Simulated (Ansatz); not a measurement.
# Random displacements in HfO2

All numbers below come from DFT PBE, scalar-relativistic, plane waves, PAW (Ansatz 0.2.0). Settings: plane waves to 420 eV, k-mesh 6×6×4 (Γ-centred), Gaussian smearing 0.05 eV. Spin–orbit coupling is left out, which matters for the heavy elements here. No spin polarisation. Energies are free energies at this smearing, counted from the undisturbed cell; pressure is positive in compression.

The starting cell (relaxed at this level; this form isn't the usual structure):

```
Hf O
1.0
     3.60430    0.00000    0.00000
     0.00000    3.60430    0.00000
     0.00000    0.00000    5.26397
Hf O
2 4
Direct
  0.50000 0.50000 0.50000
  0.00000 0.00000 0.00000
  0.00000 0.50000 0.69325
  0.50000 0.00000 0.80675
  0.50000 0.00000 0.30675
  0.00000 0.50000 0.19325
```

The atoms are displaced (Å, in the unstrained cell):

```csv
atom,ux,uy,uz
Hf1,-0.004,-0.024,-0.030
Hf2,-0.039,0.024,0.019
O3,0.027,0.031,-0.017
O4,0.037,-0.004,0.037
O5,-0.043,-0.034,0.021
O6,0.022,0.007,-0.031
```

Strain (Voigt, engineering shear): (0.0083, 0.0279, -0.0032, -0.0568, -0.0066, -0.0217).

**Question.** What are the energy change, the stress and the forces?

**Answer.** ΔE = 39.0 meV/atom; stress (xx, yy, zz, yz, xz, xy; compression positive) (-7.85, -7.63, 0.60, 4.34, 2.13, 3.54) GPa; gap on the mesh 4.33 eV.
| atom | Fx (eV/Å) | Fy | Fz |
| --- | --- | --- | --- |
| Hf1 | 0.05 | 0.70 | 0.47 |
| Hf2 | 0.90 | -0.98 | -0.27 |
| O3 | -0.22 | -0.28 | -0.25 |
| O4 | -0.84 | 0.25 | -0.26 |
| O5 | 0.45 | 0.10 | 0.03 |
| O6 | -0.33 | 0.21 | 0.28 |

Cost: 1 run of about 0.22 core-minutes, on Intel Xeon Platinum 8488C (Sapphire Rapids) (shared hosts).